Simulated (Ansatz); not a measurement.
**NaH in Ansatz: convergence with k mesh**

The system is NaH.

```xyz
2
Lattice="0.0000 2.4400 2.4400 2.4400 0.0000 2.4400 2.4400 2.4400 0.0000" Properties=species:S:1:pos:R:3 pbc="T T T"
Na    0.0180   -0.0161   -0.0274
H     2.4480    2.4532    2.4375
```

The cell isn't the ideal one: atoms moved at random, drawn with an rms of 0.05 Å.

* Program: Ansatz 0.2.0
* Task: convergence study
* Functional: PBE
* Potentials or basis: Ansatz PAW earlier set
* Cutoff: 1000 eV
* Density cutoff: 5000 eV
* k mesh: 3 × 3 × 3
* Occupations: cold, width 0.05 eV
* Spin: no spin polarisation

These are the settings of the first run; the series varies k mesh, with any setting tied to it.

Hardware: 2 threads of Arm Neoverse V1 (shared host).

```csv
k mesh,"energy less the tightest run, at zero smearing (meV/atom)",pressure (GPa),gap on the mesh (eV),SCF cycles,CPU time (s),peak memory (GiB)
3 × 3 × 3,-7.11,-0.69,5.756,7,2.3,0.31
4 × 4 × 4,-0.01,-0.62,3.714,7,3.3,0.35
5 × 5 × 5,0.08,-0.62,4.542,7,5.8,0.39
7 × 7 × 7,0.00,-0.62,4.182,7,15,0.52
8 × 8 × 8,0.00,-0.62,3.714,7,22,0.62
11 × 11 × 11,0.00,-0.62,3.910,7,57,1.1
13 × 13 × 13,0.00,-0.62,3.864,7,94,1.6
15 × 15 × 15,0.00,-0.62,3.821,7,140,2.3
```

Against the tightest run, the energy stays within 1 meV/atom from 4 × 4 × 4 on; the pressure stays within 0.1 GPa from 3 × 3 × 3 on. Not settled before the last step: the gap on the mesh (to 0.01 eV). Meshes of other sizes hit other points, so gaps and Fermi surfaces needn't settle smoothly. The tightest run that finished is the yardstick and may itself not be fully converged.

Caveat, for the tightest run too: odd divisions of the mesh miss points on the zone boundary, where band edges often lie, so the gap on the mesh can be too wide.
